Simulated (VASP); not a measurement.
## Te: single point with HSE(alpha, omega)

The system is Te.

```xyz
4
Lattice="5.2233 0.0000 0.0000 0.0000 5.2233 0.0000 0.0000 0.0000 5.2233" Properties=species:S:1:pos:R:3 pbc="T T T"
Te    4.5704    0.6529    3.2645
Te    1.9587    1.9587    1.9587
Te    0.6529    3.2645    4.5704
Te    3.2645    4.5704    0.6529
```

The cell was built by a generator and needn't be a form met in nature.

```
Program                            : VASP 6.6.1
Task                               : single point
Functional                         : HSE(alpha, omega)
Potentials or basis                : VASP PAW PBE potentials, release 64 (Te)
Cutoff                             : 520 eV
k mesh                             : 3 × 3 × 3
Occupations                        : fermi-dirac, width 0.05 eV
Spin                               : no spin polarisation
Share of exact exchange            : 0.5
Grid for exact exchange (PRECFOCK) : Fast
Further INCAR settings             : ALGO = Normal; EDIFF = 1e-06
```

```json
{"Pressure": "-4.6 GPa", "Band gap on the k mesh": "0.60 eV, indirect (least direct gap 1.18 eV)"}
```

Levels at points of the mesh, in eV from the valence-band top:
| k point | band 9 | band 10 | band 11 | band 12 | band 13 | band 14 | band 15 | band 16 |
| --- | --- | --- | --- | --- | --- | --- | --- | --- |
| (0.00, 0.00, 0.00) | -4.46 | -4.46 | -1.44 | -1.44 | 0.60 | 0.60 | 0.60 | 2.97 |

Wall time 110 s on 1 thread of Intel(R) Xeon(R) 6975P-C (Granite Rapids) (shared host), peak memory 0.33 GiB.

Caveat: the PAW data sets were made with another functional, which shifts forces and pressure a little; spin-orbit coupling is left out, which moves the levels of the heavy elements; an odd mesh through Γ misses points on the zone boundary, where band edges often lie.
